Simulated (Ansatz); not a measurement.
## Cd: enthalpies of structure types against pressure

All-electron LAPW in Ansatz 0.2.0 under PBE, scalar-relativistic, energies extrapolated to zero smearing. Each structure type was compressed from its own relaxed volume, symmetry kept and shape relaxed on PAW files, and E(V) was fitted to energies and pressures; H = E + pV has no temperature or zero-point term. Only these types were tried: omega (P6/mmm, 7×7×10 mesh, 23.65 Å³/atom at rest); simple hexagonal (P6/mmm, 14×14×13 mesh, 25.25 Å³/atom at rest); hcp (P6_3/mmc, 15×15×8 mesh, 22.65 Å³/atom at rest); bcc (Im-3m, 17×17×17 mesh, 23.40 Å³/atom at rest); diamond (Fd-3m, 12×12×12 mesh, 37.39 Å³/atom at rest); sc (Pm-3m, 14×14×14 mesh, 26.90 Å³/atom at rest); fcc (Fm-3m, 14×14×14 mesh, 22.78 Å³/atom at rest); beta tin (I4_1/amd, 14×14×14 mesh, 25.86 Å³/atom at rest). Spin polarisation is left out. Spin–orbit coupling is left out; Fermi–Dirac smearing is 0.05 to 0.1 eV. Enthalpies carry a few meV/atom of noise from meshes and fits.

Enthalpies against fcc:

| p (GPa) | omega (meV/atom) | simple hexagonal (meV/atom) | hcp (meV/atom) | bcc (meV/atom) | diamond (meV/atom) | sc (meV/atom) | fcc (meV/atom) | beta tin (meV/atom) |
| --- | --- | --- | --- | --- | --- | --- | --- | --- |
| 0 | 58 | 70 | 13 | 56 | 329 | 124 | 0 | 98 |
| 3.4 | 73 | 116 | 9 | 67 | 594 | 202 | 0 | 155 |
| 9.1 | 90 | 179 | 1 | 75 | 936 | 307 | 0 | 230 |
| 17 | 108 | 250 | -10 | 82 | 1322 | 427 | 0 | 315 |
| 34 | 138 | 373 | -27 | 93 | 1997 | 639 | 0 | 461 |
| 57 | 171 | 508 | -42 | 105 | 2749 | 874 | 0 | 622 |
| 86 | 207 | 651 | -53 | 119 | 3558 | 1124 | 0 | 791 |
| 110 | 233 | 755 | -59 | 128 | 4153 | 1307 | 0 | 914 |

What sequence of phases does this give?

Among the types tried, fcc is lowest at zero pressure; hcp takes over from fcc near 9.9 GPa, with a volume step of -1.2 %.
